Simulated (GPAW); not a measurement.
# GaN (F-43m) in GPAW: further runs, part 2 of 2

GPAW 26.7.0. The steps go on from the part before.

## (3) Equation of state, BP86

The input, run.py:

```python
from ase.eos import EquationOfState
from ase.io import Trajectory, read
from ase.units import GPa
from gpaw import GPAW, PW, setup_paths

setup_paths.insert(0, '.')

atoms = read('GaN.cif')

traj = Trajectory('eos.traj', 'w')
volumes, energies = [], []
for x in [0.94, 0.96, 0.98, 1.0, 1.02, 1.04, 1.06]:
    a = atoms.copy()
    a.set_cell(atoms.cell * x**(1 / 3), scale_atoms=True)
    calc = GPAW(mode=PW(800),
                xc='GGA_X_B88+GGA_C_P86',
                kpts={'size': (10, 10, 10), 'gamma': True},
                occupations={'name': 'fermi-dirac', 'width': 0.05},
                nbands=11,
                convergence={'density': 1e-05, 'energy': 1e-05},
                maxiter=150,
                txt=f'eos-{x:.2f}.txt')
    a.calc = calc
    energies.append(a.get_potential_energy(force_consistent=True))
    volumes.append(a.get_volume())
    p = -a.get_stress()[:3].mean() / GPa
    calc.write(f'eos-{x:.2f}.gpw')
    traj.write(a)
    print(f'{x:.2f} {volumes[-1]:10.4f} A^3 {energies[-1]:14.6f} eV {p:9.3f} GPa', flush=True)

v0, e0, B = EquationOfState(volumes, energies, eos='birchmurnaghan').fit()
print(f'V0 = {v0:.4f} A^3, E0 = {e0:.6f} eV, B0 = {B / GPa:.2f} GPa')
```

The input, GaN.cif:

```cif
data_GaN
_cell_length_a 3.18693112
_cell_length_b 3.18693112
_cell_length_c 3.18693112
_cell_angle_alpha 60.00000000
_cell_angle_beta 60.00000000
_cell_angle_gamma 60.00000000
_space_group_name_H-M_alt 'P1'
_space_group_name_Hall 'P 1'
_space_group_IT_number 1
loop_
_space_group_symop_operation_xyz
'x,y,z'
loop_
_atom_site_label
_atom_site_type_symbol
_atom_site_symmetry_multiplicity
_atom_site_Wyckoff_symbol
_atom_site_fract_x
_atom_site_fract_y
_atom_site_fract_z
_atom_site_occupancy
Ga1 Ga 1 a 0.0000000000 0.0000000000 0.0000000000 1
N1 N 1 a 0.2500000000 0.2500000000 0.2500000000 1
```

Potentials or basis: PAW data sets generated in the run's folder for this functional, pw.

Command:

```console
$ gpaw-setup -f GGA_X_B88+GGA_C_P86 Ga N
$ OMP_NUM_THREADS=1 python run.py
```

What it wrote:

```text
__  _  _
 | _ |_)|_||  |
 |__||  | ||/\| - 26.7.0

Input parameters:
  mode=PW(ecut=800.0),
  convergence={'density': 1e-05, 'energy': 1e-05},
  kpts=MonkhorstPack(size=(10, 10, 10), gamma=True),
  maxiter=150,
  nbands=11,
  occupations=Occupations(name='fermi-dirac', width=0.05),
  xc=XC(name='GGA_X_B88+GGA_C_P86')

Diagonalizing LCAO Hamiltonian
Converting LCAO to pw mode

            N
       Ga

Atoms  # Å, Bohr magnetons
|   | symbol |        x |        y |        z |    initial magnetic moments |
|---|--------|----------|----------|----------|-----------------------------|
| 0 |     Ga | 0.000000 | 0.000000 | 0.000000 | ( 0.0000,  0.0000,  0.0000) |
| 1 |      N | 1.560937 | 0.901207 | 0.637250 | ( 0.0000,  0.0000,  0.0000) |

Unit cell  # Å
| periodic |        x |        y |        z |  lengths |    angles |
|----------|----------|----------|----------|----------|-----------|
|      yes | 3.121873 | 0.000000 | 0.000000 | 3.121873 | 60.000000 |
|      yes | 1.560937 | 2.703622 | 0.000000 | 3.121873 | 60.000000 |
|      yes | 1.560937 | 0.901207 | 2.548999 | 3.121873 | 60.000000 |

Number of symmetries: 24
Symmetry operations  # r_c * U_cc + t_c -> r_c
|    | kind |            matrix            |
|----|------|------------------------------|
|  0 |  E   |  1, 0, 0,  0, 1, 0,  0, 0, 1 |
|  1 |  σ   |  1, 0, 0,  0, 0, 1,  0, 1, 0 |
|  2 |  σ   |  1, 0,-1,  0, 1,-1,  0, 0,-1 |
|  3 |  C3  |  1, 0,-1,  0, 0,-1,  0, 1,-1 |
|  4 |  C3  |  1,-1, 0,  0,-1, 1,  0,-1, 0 |
|  5 |  σ   |  1,-1, 0,  0,-1, 0,  0,-1, 1 |
|  6 |  σ   |  0, 1, 0,  1, 0, 0,  0, 0, 1 |
[... 143 lines left out ...]
- Maximum integral of absolute [dens]ity change: 1e-05 electrons / valence electron
- Maximum [total energy] change in last 3 cyles: 1e-05 eV / valence electron
- Maximum integral of absolute [eigenst]ate change: 4e-08 eV^2 / valence electron
maximum number of iterations: 150

SCF iterations
|iter     | |      energy | eigst |  dens |
|---------|-|-------------|-------|-------|
|iter:   1| |  -13.698400 | -0.14 |       |
|iter:   2| |  -13.180291 | -2.01 | -0.56 |
|iter:   3| |  -11.727045 | -0.65 | -0.61 |
|iter:   4| |  -11.719922 | -3.03 | -1.30 |
|iter:   5| |  -11.718267 | -3.41 | -1.58 |
|iter:   6| |  -11.718265 | -5.75 | -2.84 |
|iter:   7| |  -11.718270c| -6.52 | -3.21 |
|iter:   8| |  -11.718270c| -8.26c| -4.26 |
|iter:   9| |  -11.718270c| -8.52c| -4.99 |
|iter:  10| |  -11.718270c| -9.48c| -5.80c|

Converged in 10 steps
Energy contributions relative to reference atoms: (reference = -54383.570465)

Energy contributions:
  Kinetic:          45.938252
  Coulomb:         -40.031897
  Zero:              0.157827
  External:          0.000000
  Xc:              -17.782452
  Entropy:          -0.000000
  Spinorbit:         0.000000
  ----------------------------
  Free energy:     -11.718270
  Extrapolated:    -11.718270

dipole moment: (-17.514843, -10.112199, -7.150405)  # |e|*Ang

Fermi level: 8.335
Eigenvalues  # (at kpt = [0.000, 0.000, 0.000])
| band index |      eig [eV] | occ [0-2] |
|------------|---------------|-----------|
|          0 |        -9.338 |     2.000 |
|          1 |         7.061 |     2.000 |
|          2 |         7.061 |     2.000 |
|          3 |         7.061 |     2.000 |
|          4 |         9.331 |     0.000 |
|          5 |        17.850 |     0.000 |
|          6 |        17.850 |     0.000 |
|          7 |        17.850 |     0.000 |
|          8 |        25.632 |     0.000 |
|          9 |        25.999 |     0.000 |
|         10 |        26.000 |     0.000 |

Gap: 2.270 eV
Transition (v -> c):
  (s=0, k=0, n=3, [0.00, 0.00, 0.00]) -> (s=0, k=0, n=4, [0.00, 0.00, 0.00])
No difference between direct/indirect transitions

Stress tensor  # eV/Ang^3
|         x |         y |         z |
|-----------|-----------|-----------|
| -0.182016 |  0.000000 |  0.000000 |
|  0.000000 | -0.182016 |  0.000000 |
|  0.000000 |  0.000000 | -0.182016 |

# Writing to eos-0.94.gpw (mode='')
```

Wall time 60 s (1 thread of AMD EPYC 9R14 (Zen 4), shared host); peak memory 0.24 GiB.

Results:

```yaml
Equilibrium_volume: "12.17 Å³/atom (rough: see the caveat)"
Bulk_modulus: 180 GPa (rough)
```

Energy against volume, from the lowest point:
| volume (Å³/atom) | energy (meV/atom) |
| --- | --- |
| 10.757 | 116.91 |
| 10.986 | 78.78 |
| 11.215 | 49.31 |
| 11.444 | 27.45 |
| 11.673 | 12.38 |
| 11.902 | 3.32 |
| 12.131 | 0.00 |

Caveat: the data sets keep Ga 3d, Li 1s and Be 1s frozen, and some such compounds lay over 1.5 % in volume off other programs; the minimum lies outside the volumes run.

## (4) Equation of state, AM05

run.py: that of step 3 with these lines changed.

```diff
@@ -15,3 +15,3 @@
     calc = GPAW(mode=PW(800),
-                xc='GGA_X_B88+GGA_C_P86',
+                xc='AM05',
                 kpts={'size': (10, 10, 10), 'gamma': True},
```

GaN.cif is that of step 3.

Command:

```console
$ gpaw-setup -f AM05 Ga N
$ OMP_NUM_THREADS=1 python run.py
```

Wall time 66 s (1 thread of AMD EPYC 9R14 (Zen 4), shared host); peak memory 0.23 GiB.

Results (log left out):

| Item | Value |
| --- | --- |
| Equilibrium volume | 11.85 Å³/atom |
| Bulk modulus | 197 GPa |
| Pressure derivative of the bulk modulus | 4.7 |

Energy against volume, from the lowest point:
```csv
volume (Å³/atom),energy (meV/atom)
10.757,74.75
10.986,44.86
11.215,23.33
11.444,9.14
11.673,1.51
11.902,0.00
12.131,3.66
```

Caveat: the data sets keep Ga 3d, Li 1s and Be 1s frozen, and some such compounds lay over 1.5 % in volume off other programs.

## (5) Band structure, PBE

The input, run.py:

```python
from ase import Atoms
from ase.dft.bandgap import bandgap
from ase.io import write
from gpaw import GPAW

atoms = Atoms(['Ga', 'N'],
              cell=[[0.0, 2.2535006075, 2.2535006075],
                    [2.2535006075, 0.0, 2.2535006075],
                    [2.2535006075, 2.2535006075, 0.0]],
              scaled_positions=[[0.0, 0.0, 0.0],
                                [0.25, 0.25, 0.25]],
              pbc=True)

calc = GPAW(mode='lcao',
            h=0.16,
            basis='szp(dzp)',
            xc='PBE',
            kpts={'size': (10, 10, 10), 'gamma': True},
            occupations={'name': 'fermi-dirac', 'width': 0.05},
            convergence={'density': 1e-05, 'energy': 1e-05},
            maxiter=150,
            txt='gpaw.txt')
atoms.calc = calc
energy = atoms.get_potential_energy()
forces = atoms.get_forces()
calc.write('gs.gpw')
write('result.traj', atoms)
print(f'Energy: {energy:.6f} eV')
print('Forces (eV/A):')
print(forces.round(4))
print('Fermi level:', round(calc.get_fermi_level(), 4), 'eV')
print(f'Gap: {bandgap(calc)[0]:.4f} eV, direct: {bandgap(calc, direct=True)[0]:.4f} eV')

path = atoms.cell.bandpath('GXWKGLUWLK,UX', npoints=80, eps=1e-4)
bs_calc = calc.fixed_density(kpts=path, symmetry='off', txt='bands.txt')
bs = bs_calc.band_structure()
bs.write('bs.json')
print(f'Gap on the path: {bandgap(bs_calc)[0]:.4f} eV')
```

Potentials or basis: GPAW PAW data sets (gpaw-data 1.2.1), lcao:szp(dzp).

Command:

```console
$ OMP_NUM_THREADS=1 python run.py
```

gpaw.txt:

```text
__  _  _
 | _ |_)|_||  |
 |__||  | ||/\| - 26.7.0

Input parameters:
  mode=LCAO(),
  basis={'default': 'szp(dzp)'},
  convergence={'density': 1e-05, 'energy': 1e-05},
  h=0.16,
  kpts=MonkhorstPack(size=(10, 10, 10), gamma=True),
  maxiter=150,
  occupations=Occupations(name='fermi-dirac', width=0.05),
  xc=XC(name='PBE')

           N
       Ga

Atoms  # Å, Bohr magnetons
|   | symbol |        x |        y |        z |    initial magnetic moments |
|---|--------|----------|----------|----------|-----------------------------|
| 0 |     Ga | 0.000000 | 0.000000 | 0.000000 | ( 0.0000,  0.0000,  0.0000) |
| 1 |      N | 1.126750 | 1.126750 | 1.126750 | ( 0.0000,  0.0000,  0.0000) |

Unit cell  # Å
| periodic |        x |        y |        z |  lengths |    angles |
|----------|----------|----------|----------|----------|-----------|
|      yes | 0.000000 | 2.253501 | 2.253501 | 3.186931 | 60.000000 |
|      yes | 2.253501 | 0.000000 | 2.253501 | 3.186931 | 60.000000 |
|      yes | 2.253501 | 2.253501 | 0.000000 | 3.186931 | 60.000000 |

Number of symmetries: 24
Symmetry operations  # r_c * U_cc + t_c -> r_c
|    | kind |            matrix            |
|----|------|------------------------------|
|  0 |  E   |  1, 0, 0,  0, 1, 0,  0, 0, 1 |
|  1 |  σ   |  1, 0, 0,  0, 0, 1,  0, 1, 0 |
|  2 |  σ   |  1, 0,-1,  0, 1,-1,  0, 0,-1 |
|  3 |  C3  |  1, 0,-1,  0, 0,-1,  0, 1,-1 |
|  4 |  C3  |  1,-1, 0,  0,-1, 1,  0,-1, 0 |
|  5 |  σ   |  1,-1, 0,  0,-1, 0,  0,-1, 1 |
|  6 |  σ   |  0, 1, 0,  1, 0, 0,  0, 0, 1 |
|  7 |  C3  |  0, 1, 0,  0, 0, 1,  1, 0, 0 |
|  8 |  C2  |  0, 1,-1,  1, 0,-1,  0, 0,-1 |
[... 330 lines left out ...]
    FFT axes: [np.int64(0), np.int64(1), np.int64(2)]
    FST axes: []

xc functional:
  name: PBE with 2 nearest neighbor stencil
interpolation: tri-quintic # 5. degree polynomial

convergence criteria:
- Maximum integral of absolute [dens]ity change: 1e-05 electrons / valence electron
- Maximum [total energy] change in last 3 cyles: 1e-05 eV / valence electron
- Maximum integral of absolute [eigenst]ate change: 4e-08 eV^2 / valence electron
maximum number of iterations: 150

SCF iterations
|iter     | |      energy | eigst |  dens |
|---------|-|-------------|-------|-------|
|iter:   1| |  -12.451271 |      c|       |
|iter:   2| |  -12.096347 |      c| -0.63 |
|iter:   3| |  -11.123267 |      c| -0.69 |
|iter:   4| |  -11.119823 |      c| -1.42 |
|iter:   5| |  -11.118988 |      c| -1.69 |
|iter:   6| |  -11.118993 |      c| -3.66 |
|iter:   7| |  -11.118998c|      c| -4.00 |
|iter:   8| |  -11.118998c|      c| -5.53c|

Converged in 8 steps
Energy contributions relative to reference atoms: (reference = -54366.393033)

Energy contributions:
  Kinetic:          50.510844
  Coulomb:         -44.720906
  Zero:              0.508189
  External:          0.000000
  Xc:              -17.417126
  Entropy:          -0.000000
  Spinorbit:         0.000000
  ----------------------------
  Free energy:     -11.118998
  Extrapolated:    -11.118998

dipole moment: (-12.561954, -12.561954, -12.561954)  # |e|*Ang

Fermi level: 7.531
Eigenvalues  # (at kpt = [0.000, 0.000, 0.000])
| band index |      eig [eV] | occ [0-2] |
|------------|---------------|-----------|
|          0 |        -9.454 |     2.000 |
|          1 |         6.596 |     2.000 |
|          2 |         6.596 |     2.000 |
|          3 |         6.609 |     2.000 |
|          4 |         8.638 |     0.000 |
|          5 |        17.257 |     0.000 |
|          6 |        17.257 |     0.000 |
|          7 |        17.257 |     0.000 |

Gap: 2.030 eV
Transition (v -> c):
  (s=0, k=0, n=3, [0.00, 0.00, 0.00]) -> (s=0, k=0, n=4, [0.00, 0.00, 0.00])
No difference between direct/indirect transitions

Forces  # eV/Ang
|        x |        y |       z |
|----------|----------|---------|
| -0.00000 | -0.00000 | 0.00000 |  # Ga   0
|  0.00000 |  0.00000 | 0.00000 |  # N    1

# Writing to gs.gpw (mode='')
```

Wall time 2.8 min (1 thread of AMD EPYC 9R14 (Zen 4), shared host); peak memory 0.17 GiB.

The run converged, but some of its settings lie outside the range that counts as converged, so its numbers aren't taken as properties of the crystal.

What came out:

```
Free energy             : -11.1190 eV
Band gap on the k mesh  : 2.03 eV, direct
Band gap along the path : 2.03 eV, direct
```

Caveat: the real-space grid adds noise to forces; the basis of atomic orbitals isn't converged, which shifts pressures, moduli and gaps.

## (6) How close it comes

Step 2. A measured gap of GaN is 3.299 eV (direct; 0 K; a printed reference work, textbook); the calculated 1.72 eV misses it by -1.57 eV. Spin-orbit coupling on Ga is left out. The value is that of LDA, without temperature or zero-point motion. Semilocal functionals fall short of measured gaps as a rule. The cell is a database's relaxed one, not the measured one, which moves gaps too.
